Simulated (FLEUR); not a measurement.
# TaN (Fm-3m) in FLEUR: further runs

Runs on TaN. Level: PBEsol. Tasks: single point.

Everything below comes from runs of FLEUR MaX-R8.1 (later development tree). Logs are shortened: lines on timing, memory, paths and dates and some standing lists are left out, and cuts for length are marked.

### Step 1. The crystal as given

Symmetry: Fm-3m, No. 225, cubic system. Conventional cell: a = 4.423 Å, b = 4.423 Å, c = 4.423 Å, α = 90.00°, β = 90.00°, γ = 90.00°. Ta (site symmetry m-3m) is surrounded by 6 N at 2.21 Å. N (site symmetry m-3m) has 6 Ta at 2.21 Å as nearest neighbours.

The cell comes from a database or a generator and needn't be the stable form of this composition.

### Step 2. Single point, PBEsol

The input, inp.xml:

```xml
<?xml version="1.0" encoding="UTF-8" standalone="no"?>
<fleurInput fleurInputVersion="0.39">
   <comment>
      TaN                                                                                                 
   </comment>
   <calculationSetup>
      <cutoffs Kmax="5.0" Gmax="15.5" GmaxXC="15.5" numbands="0"/>
      <scfLoop itmax="60" minDistance="0.00001" maxIterBroyd="15" imix="Anderson" alpha="0.05" precondParam="0.0" spinf="2.0" sdNocoIR="T"/>
      <coreElectrons ctail="T" frcor="F" kcrel="0" coretail_lmax="0"/>
      <xcFunctional name="PBEs" relativisticCorrections="F"/>
      <magnetism jspins="1"/>
      <soc l_soc="F" theta="0.0" phi="0.0" spav="F"/>
      <expertModes spex="0" secvar="F"/>
      <geometryOptimization l_f="T" forcealpha="1.0" forcemix="BFGS" epsdisp="0.0005" epsforce="0.0002"/>
      <ldaU l_linMix="F" mixParam="0.05" spinf="1.0"/>
   </calculationSetup>
   <cell>
      <bzIntegration valenceElectrons="32.0" mode="hist" fermiSmearingEnergy="0.00183747">
         <kPointListSelection listName="default-1"/>
         <!-- k-points included here -->
         <xi:include xmlns:xi="http://www.w3.org/2001/XInclude" href="kpts.xml"> </xi:include>
      </bzIntegration>
      <!-- symmetry operations included here -->
      <xi:include xmlns:xi="http://www.w3.org/2001/XInclude" href="sym.xml"> </xi:include>
      <bulkLattice scale="1.0">
         <bravaisMatrix>
            <row-1>    0.0000000000000000     4.1787948430288457     4.1787948430288457</row-1>
            <row-2>    4.1787948430288457     0.0000000000000000     4.1787948430288457</row-2>
            <row-3>    4.1787948430288457     4.1787948430288457     0.0000000000000000</row-3>
         </bravaisMatrix>
      </bulkLattice>
   </cell>
   <atomSpecies>
      <species name="Tantalum (Ta)" element="Ta" atomicNumber="73">
         <mtSphere radius="2.32" gridPoints="791" logIncrement="0.017"/>
         <atomicCutoffs lmax="10" lnonsphr="10"/>
         <electronConfig flipSpins="F">
            <coreConfig>(1s1/2) (2s1/2) (2p1/2) (2p3/2) (3s1/2) (3p1/2) (3p3/2) (4s1/2) (3d3/2) (3d5/2) (4p1/2) (4p3/2) (4d3/2) (4d5/2)</coreConfig>
            <valenceConfig>(5s1/2) (5p1/2) (5p3/2) (6s1/2) (4f5/2) (4f7/2) (5d3/2) (5d5/2)</valenceConfig>
            <stateOccupation state="(5d3/2)" spinUp="0.600000" spinDown="0.600000"/>
            <stateOccupation state="(5d5/2)" spinUp="0.900000" spinDown="0.900000"/>
         </electronConfig>
         <energyParameters s="6" p="6" d="5" f="4"/>
         <lo type="SCLO" l="0" n="5" eDeriv="0"/>
         <lo type="SCLO" l="1" n="5" eDeriv="0"/>
         <lo type="SCLO" l="2" n="5" eDeriv="2"/>
         <lo type="SCLO" l="3" n="4" eDeriv="2"/>
      </species>
      <species name="Nitrogen (N)" element="N" atomicNumber="7">
         <mtSphere radius="1.44" gridPoints="489" logIncrement="0.021"/>
         <atomicCutoffs lmax="8" lnonsphr="8"/>
         <electronConfig flipSpins="F">
            <coreConfig>(1s1/2)</coreConfig>
            <valenceConfig>(2s1/2) (2p1/2) (2p3/2)</valenceConfig>
            <stateOccupation state="(2p1/2)" spinUp="0.500000" spinDown="0.500000"/>
            <stateOccupation state="(2p3/2)" spinUp="1.000000" spinDown="1.000000"/>
         </electronConfig>
         <energyParameters s="2" p="2" d="3" f="4"/>
         <lo type="SCLO" l="0" n="2" eDeriv="2"/>
         <lo type="SCLO" l="1" n="2" eDeriv="2"/>
         <lo type="SCLO" l="2" n="3" eDeriv="2"/>
      </species>
   </atomSpecies>
   <atomGroups>
      <atomGroup species="Tantalum (Ta)">
         <relPos label="                   1">1.000/2.000 1.000/2.000 1.000/2.000</relPos>
         <force calculate="T" relaxXYZ="TTT"/>
      </atomGroup>
      <atomGroup species="Nitrogen (N)">
         <relPos label="                   2">.0000000000 .0000000000 .0000000000</relPos>
         <force calculate="T" relaxXYZ="TTT"/>
      </atomGroup>
   </atomGroups>
   <output dos="F" band="F" slice="F">
      <checks vchk="F" cdinf="F"/>
      <bandDOS minEnergy="-.5*Htr" maxEnergy="0.5*Htr" sigma="0.015" storeEVData="T"/>
      <vacuumDOS vacdos="F" integ="F" star="F" nstars="0" locx1="0.0" locy1="0.0" locx2="0.0" locy2="0.0" nstm="0" tworkf="0.0"/>
      <unfoldingBand unfoldBand="F" supercellX="1" supercellY="1" supercellZ="1"/>
      <plotting iplot="0" polar="F">
         <plot TwoD="T" vec1="  1.0  0.0  0.0" vec2="  0.0  1.0  0.0" vec3="  0.0  0.0  1.0" zero="  0.0  0.0  0.0" file="plot"/>
      </plotting>
      <chargeDensitySlicing numkpt="0" minEigenval="0.0" maxEigenval="0.0" nnne="0" pallst="F"/>
      <specialOutput eonly="F"/>
      <moessbauerParams electricFieldGradient="T" isomerShift="T" coreHyperfine="T" valenceHyperfine="T"/>
      <magneticCircularDichroism mcd="F" energyLo="-10.0" energyUp="0.0"/>
   </output>
  <!-- We include the file relax.xml here to enable relaxations (see documentation) -->
  <xi:include xmlns:xi="http://www.w3.org/2001/XInclude" href="relax.xml"> <xi:fallback/> </xi:include>
</fleurInput>
```

The input, crystal.txt:

```
TaN
&input cartesian=F /
0.0000000000  2.2113230000  2.2113230000
2.2113230000  0.0000000000  2.2113230000
2.2113230000  2.2113230000  0.0000000000
1.8897261246
1.0 1.0 1.0

2
73 0.5000000000  0.5000000000  0.5000000000
7 0.0000000000  0.0000000000  0.0000000000

&kpt div1=10 div2=10 div3=10 gamma=T /
```

Potentials or basis: all-electron, FLAPW.

Command:

```console
inpgen -f crystal.txt -profile fastHighL
# inp.xml edited to the form shown
fleur_MPI
```

Log:

```text
Welcome to FLEUR        (www.flapw.de)
      MaX-Release 8.1          (www.max-centre.eu)

 ========== k-point set info ==========
 Selected k-point list: default-1
 k-point list type: mesh
 10 x 10 x 10
 Number of k points: 47

 ------------Calculation Setup---------------------------
 Number of MPI-tasks      :            1
 Number of PE/node        :            1
 Number of OMP-threads    :            1
 Most efficient MPI parallelization for:
           1          47
 Additional eigenvalue parallelization possible
 Number of basis functions:          387
 Approximate size of matrices (H+S) per k-point:         0.002 GB
 --------------------------------------------------------
 Iteration:     1   Distance:      26.32688707 me/bohr^3
 Iteration:     2   Distance:      22.31151701 me/bohr^3
 Iteration:     3   Distance:       8.83911527 me/bohr^3
 Iteration:     4   Distance:       6.40867223 me/bohr^3
 Iteration:     5   Distance:       3.26039663 me/bohr^3
 Iteration:     6   Distance:       0.59844615 me/bohr^3
 Iteration:     7   Distance:       0.56883807 me/bohr^3
 Iteration:     8   Distance:       0.11445447 me/bohr^3
 Iteration:     9   Distance:       0.14522462 me/bohr^3
 Iteration:    10   Distance:       0.01903997 me/bohr^3
 Iteration:    11   Distance:       0.01179183 me/bohr^3
 Iteration:    12   Distance:       0.00399879 me/bohr^3
 Iteration:    13   Distance:       0.00019719 me/bohr^3
 Iteration:    14   Distance:       0.00009815 me/bohr^3
 Iteration:    15   Distance:       0.00000470 me/bohr^3

 ********************************************************************
 Run finished successfully
 Stop message:
   Structural relaxation: Done
 ********************************************************************
```

out.xml (last iteration):

```text
<iteration numberForCurrentRun="   16" overallNumber="   16">
         <energyParameters units="Htr">
            <atomicEP atomType="1" spin="1" branch="6s" branchLowest="-1.82" branchHighest="2.92" value="0.3441725031"/>
            <atomicEP atomType="1" spin="1" branch="6p" branchLowest="-0.49" branchHighest="3.99" value="0.4722551091"/>
            <atomicEP atomType="1" spin="1" branch="5d" branchLowest="-7.33" branchHighest="1.28" value="0.5128480581"/>
            <atomicEP atomType="1" spin="1" branch="4f" branchLowest="-9.99" branchHighest="-0.09" value="-0.0683143219"/>
            <loAtomicEP atomType="1" spin="1" branch="5s" branchLowest="-19.00" branchHighest="-1.82" value="-1.8701876325"/>
            <loAtomicEP atomType="1" spin="1" branch="5p" branchLowest="-13.87" branchHighest="-0.49" value="-0.6640301755"/>
            <loAtomicEP atomType="1" spin="1" branch="5d" branchLowest="-7.33" branchHighest="1.28" value="0.5103577186"/>
            <loAtomicEP atomType="1" spin="1" branch="4f" branchLowest="-9.99" branchHighest="-0.09" value="-0.0925996266"/>
            <atomicEP atomType="2" spin="1" branch="2s" branchLowest="-13.17" branchHighest="1.68" value="-0.0444164838"/>
            <atomicEP atomType="2" spin="1" branch="2p" branchLowest="-9.99" branchHighest="1.80" value="0.2579708611"/>
            <atomicEP atomType="2" spin="1" branch="3d" branchLowest="-9.99" branchHighest="6.15" value="0.4947091824"/>
            <atomicEP atomType="2" spin="1" branch="4f" branchLowest="-9.99" branchHighest="10.35" value="0.6548161910"/>
            <loAtomicEP atomType="2" spin="1" branch="2s" branchLowest="-13.17" branchHighest="1.68" value="-0.0444164838"/>
            <loAtomicEP atomType="2" spin="1" branch="2p" branchLowest="-9.99" branchHighest="1.80" value="0.2579165940"/>
            <loAtomicEP atomType="2" spin="1" branch="3d" branchLowest="-9.99" branchHighest="6.15" value="0.4947097227"/>
         </energyParameters>
         <eigenvalues>
            <eigenvaluesAt spin="1" ikpt="1" k_x="0.00000000" k_y="0.00000000" k_z="0.00000000">
                      -1.8718860451       -0.6305870478       -0.6305870478       -0.6305870478       -0.1005405781
                      -0.1005405781       -0.1005405781       -0.0990144516       -0.0979493836       -0.0979493836
                      -0.0979493836       -0.0044407657        0.5437890446        0.5437890446        0.5437890446
                       0.6043424382        0.6043424382        0.6043424382        0.6817584953        0.6817584953
                       0.7316635402        1.0166079471        1.5543480343        1.5543480343        1.5543480343
            </eigenvaluesAt>
            <eigenvaluesAt spin="1" ikpt="2" k_x="0.00000000" k_y="0.00000000" k_z="0.10000000">
                      -1.8717038821       -0.6336368271       -0.6308680903       -0.6308680903       -0.1006939164
                      -0.1004164508       -0.1004164508       -0.0989193196       -0.0980791354       -0.0980791354
                      -0.0979416024        0.0042744424        0.5031472075        0.5164563587        0.5164563587
                       0.6173613672        0.6173613672        0.6200545153        0.7151645047        0.7151645047
                       0.7576224297        1.0427952362        1.4499739851        1.4943872148        1.4943872148
            </eigenvaluesAt>
            <eigenvaluesAt spin="1" ikpt="3" k_x="0.00000000" k_y="0.00000000" k_z="0.20000000">
                      -1.8712262144       -0.6414024233       -0.6316012591       -0.6316012591       -0.1010618839
                      -0.1000968767       -0.1000968767       -0.0986647053       -0.0984117692       -0.0984117692
                      -0.0979259397        0.0280719391        0.4362242100        0.4730120050        0.4730120050
                       0.6396746555        0.6467863344        0.6467863344        0.7835905677        0.7835905677
                       0.8112345832        1.1035039415        1.3317537858        1.3793490946        1.3793490946
            </eigenvaluesAt>
            <eigenvaluesAt spin="1" ikpt="4" k_x="0.00000000" k_y="0.00000000" k_z="0.30000000">
                      -1.8706341773       -0.6506014461       -0.6325023090       -0.6325023090       -0.1014673901
[... 29 lines left out ...]
            <state n="4" l="1" j="1.5" energy="-13.2431343215" weight="2.0000000000"/>
            <state n="4" l="2" j="1.5" energy="-7.5910011850" weight="2.0000000000"/>
            <state n="4" l="2" j="2.5" energy="-7.1655819258" weight="3.0000000000"/>
         </coreStates>
         <coreStates atomType="     2" atomicNumber="  7" spin="1" kinEnergy="     43.9091166050" eigValSum="    -26.3428238963" lostElectrons=" 0.000008">
            <state n="1" l="0" j="0.5" energy="-13.1714119481" weight="1.0000000000"/>
         </coreStates>
         <allElectronCharges>
            <spinDependentCharge spin="1" total="80.0000000" interstitial="4.2350599" mtSpheres="75.7649401"/>
            <totalCharge value="79.9999999978"/>
         </allElectronCharges>
         <moessbauerParams unitsHFF="kG" unitsIS="e/bohr^3" unitsEFG="Htr/bohr^2">
            <coreIsomerShift atomType="1" isTotal="1392928.58692">
               <shell n="1" l="0" isomerShift="1168124.45960"/>
               <shell n="2" l="0" isomerShift="165750.40268"/>
               <shell n="2" l="1" isomerShift="9774.20131"/>
               <shell n="3" l="0" isomerShift="37104.57608"/>
               <shell n="3" l="1" isomerShift="2442.98723"/>
               <shell n="4" l="0" isomerShift="9144.14996"/>
               <shell n="3" l="2" isomerShift="0.00094"/>
               <shell n="4" l="1" isomerShift="587.80889"/>
               <shell n="4" l="2" isomerShift="0.00023"/>
            </coreIsomerShift>
            <coreIsomerShift atomType="2" isTotal="199.63492">
               <shell n="1" l="0" isomerShift="199.63492"/>
            </coreIsomerShift>
            <isomerShift atomType="1" nucleusRadius="0.0001336" averageDensity="1394556.75943"/>
            <isomerShift atomType="2" nucleusRadius="0.0000569" averageDensity="208.36091"/>
            <electricFieldGradient atomType="1" VXX="0.00000" VYY="0.00000" VZZ="0.00000" asymParam="0.00000">
            </electricFieldGradient>
            <electricFieldGradient atomType="2" VXX="0.00000" VYY="0.00000" VZZ="0.00000" asymParam="0.00000">
            </electricFieldGradient>
         </moessbauerParams>
         <totalEnergy                                    value="   -15676.1124331781" units="Htr">
            <sumOfEigenvalues                            value="    -9564.3542048925">
               <coreElectrons value="-9559.2886905640"/>
               <valenceElectrons value="-5.0655143285"/>
            </sumOfEigenvalues>
            <densityCoulombPotentialIntegral value="-26734.7036891501"/>
            <densityEffectivePotentialIntegral value="-27155.6082357132"/>
            <chargeDenXCDenIntegral value="-319.6805906928"/>
            <FockExchangeEnergyValence value="0.0000000000"/>
            <FockExchangeEnergyCore value="0.0000000000"/>
            <atomTypeDependentContributions atomType="1">
               <electronNucleiInteractionDifferentMTs value="19455.3785516488"/>
               <MadelungTerm value="-57.9854958734"/>
            </atomTypeDependentContributions>
            <atomTypeDependentContributions atomType="2">
               <electronNucleiInteractionDifferentMTs value="61.7636508397"/>
               <MadelungTerm value="-5.2063303691"/>
            </atomTypeDependentContributions>
            <tkbTimesEntropy value="0.0002201628"/>
            <freeEnergy value="-15676.1126533410"/>
            <extrapolationTo0K value="-15676.1125432595"/>
         </totalEnergy>
         <totalForcesOnRepresentativeAtoms units="Htr/bohr">
            <forceTotal atomType="1" x="4.178795" y="4.178795" z="4.178795" F_x="0.00000000" F_y="0.00000000" F_z="0.00000000"/>
            <forceTotal atomType="2" x="0.000000" y="0.000000" z="0.000000" F_x="0.00000000" F_y="0.00000000" F_z="0.00000000"/>
         </totalForcesOnRepresentativeAtoms>
      </iteration>
```

It took 63 s on 1 thread of Arm Neoverse V2, shared host; peak memory 0.07 GiB.

Results:

```
Free energy                                           : -426568.7562 eV
Band gap on the k mesh                                : none (metal or under the smearing width)
Valence electrons inside the program's atomic spheres : Ta 24.33; N 3.44 (radii Ta 2.32, N 1.44 bohr)
```

Levels at points of the mesh, in eV from the Fermi level:
| k point | band 12 | band 13 | band 14 | band 15 | band 16 | band 17 | band 18 | band 19 | band 20 | band 21 |
| --- | --- | --- | --- | --- | --- | --- | --- | --- | --- | --- |
| (0.00, 0.00, 0.00) | -18.67 | -3.75 | -3.75 | -3.75 | -2.11 | -2.11 | -2.11 | 0.00 | 0.00 | 1.36 |
| (0.00, 0.00, 0.50) | -15.66 | -10.28 | -7.49 | -7.49 | 1.83 | 1.83 | 1.93 | 3.69 | 7.36 | 7.36 |
| (0.00, 0.50, 0.50) | -17.42 | -6.61 | -5.40 | -4.58 | -4.58 | 2.02 | 3.45 | 3.45 | 4.36 | 6.53 |

Core levels (eV from the Fermi level):
```
atom                                                                                                                                                                                                          levels
1 Ta  1s1/2 -67251.5, 2s1/2 -11544.5, 2p1/2 -11032.8, 2p3/2 -9763.2, 3s1/2 -2641.7, 3p1/2 -2414.5, 3p3/2 -2141.2, 4s1/2 -535.6, 3d3/2 -1757.5, 3d5/2 -1698.0, 4p1/2 -441.9, 4p3/2 -378.9, 4d3/2 -225.1, 4d5/2 -213.5
 2 N                                                                                                                                                                                                    1s1/2 -377.0
```

Spin-orbit coupling is left out, which matters for the levels of Ta.

(Part 1 of 2 ends here.)
